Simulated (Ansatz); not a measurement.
# Au: a tetragonal deformation path

An exercise on one series of results from a longer session: the logs are not shown, and one member is left open.

The COD cell was measured well above room temperature, so it is larger than a cold one.

Method: DFT PBE, scalar-relativistic, plane waves, PAW, in Ansatz 0.2.0.

3 further runs of the same task are left out: 3 set aside as unsound or not needed. Runs told in other sessions of the task aren't counted.

## The structure to begin with

It takes space group Fm-3m (No. 225, cubic). The conventional cell has a = 4.158 Å, b = 4.158 Å, c = 4.158 Å, α = 90.00°, β = 90.00°, γ = 90.00°. Au (site symmetry m-3m) has 12 Au at 2.94 Å in its first shell of neighbours.

As a file:

```
Au
1.0
     0.00000    2.07904    2.07904
     2.07904    0.00000    2.07904
     2.07904    2.07904    0.00000
Au
1
Direct
  0.00000 0.00000 0.00000
```

It is the result of an earlier relaxation at this level (volume 17.97 Å³/atom; gap on the mesh: none (metal)).

Set-up of the first run:

Input file input.yaml:

```yaml
crystal:
  lattice:
    - [0.0, 2.0790388405, 2.0790388405]
    - [2.0790388405, 0.0, 2.0790388405]
    - [2.0790388405, 2.0790388405, 0.0]
  atoms:
    - { symbol: Au, position: [0.0, 0.0, 0.0] }
basis:
  ecutwfc: 420
kpoints:
  mp_grid: { grid: [28, 28, 28] }
hamiltonian:
  xc: pbe
scf:
  occupations: { method: gaussian, width: 0.15 }
output:
  forces: true
  stress: true
  eigenvalues: true
```

Launch:

```bash
$ ansatz run input.yaml --threads 1 --pin off --max-ram 2560MiB --backend cpu --events-out ev --progress --plain --runs-dir out
```

Steps of the session up to this table: The undisturbed cell; Point ρ = 0.707; ρ = 1.414; Point ρ = 0.850; Point ρ = 1.200; At ρ = 0.780.

One of the session's tables, all rows but one given; the rest of the session is left out.

It belongs to the step «The scan collected». The scan, with free energies counted from the undisturbed cell:

| ρ | ΔE (meV/atom) | pressure (GPa) |
| --- | --- | --- |
| 0.707 | 20.1 | 0.4 |
| 0.780 | ? | ? |
| 0.850 | 11.4 | 0.3 |
| 1.000 | 0.0 | 0.0 |
| 1.200 | 51.3 | 2.3 |
| 1.414 | 281.4 | 12.4 |

Q: Estimate the row for ρ = 0.780 from the others.

Worked estimate for «ΔE (meV/atom)». A straight line through the neighbours (0.707, 20.1) and (0.850, 11.4) gives 20.1 + (11.4 − 20.1) × (0.780 − 0.707) / (0.850 − 0.707) = 15.7; a parabola fitted to 3 rows on both sides gives 15.9.

The run gave: ΔE (meV/atom): 17.3; pressure (GPa): 0.4. In «ΔE (meV/atom)» the line misses by -1.6 and the parabola by -1.4.
